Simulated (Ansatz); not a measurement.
By PBEsol, the system below comes out a metal.

The ballistic (Sharvin) conductance counts the channels at the Fermi level: G/A = (e²/h) × channels of both spins per area.

Consider the following.

```
CELL_PARAMETERS angstrom
      3.13091     0.00000     0.00000
     -1.56546     2.71145     0.00000
      0.00000     0.00000    18.04674
ATOMIC_POSITIONS crystal
  Ti 0.66667 0.33333 0.36492
  Ti 0.33333 0.66667 0.63508
  Ti 0.33333 0.66667 0.86492
  Ti 0.66667 0.33333 0.13508
  Ti 0.00000 0.00000 0.50000
  Ti 0.00000 0.00000 0.00000
  Si 0.00000 0.00000 0.75000
  Si 0.00000 0.00000 0.25000
  C  0.33333 0.66667 0.42751
  C  0.66667 0.33333 0.57249
  C  0.66667 0.33333 0.92751
  C  0.33333 0.66667 0.07249
```

Space group of this cell: P6_3/mmc. The cell is strained (all lengths scaled by 1.02); by PBEsol its mean pressure is -15.1 GPa.

The current flows along the normal of the first two printed cell vectors, the (001) plane of the conventional cell. No spin-orbit coupling; the value is a mean over 0.1 eV about the Fermi level.

Q: State the ballistic conductance per area according to Ansatz (an electronic-structure program) with PBEsol.

A: 0.45 × 10¹⁵ S/m² for both spins.
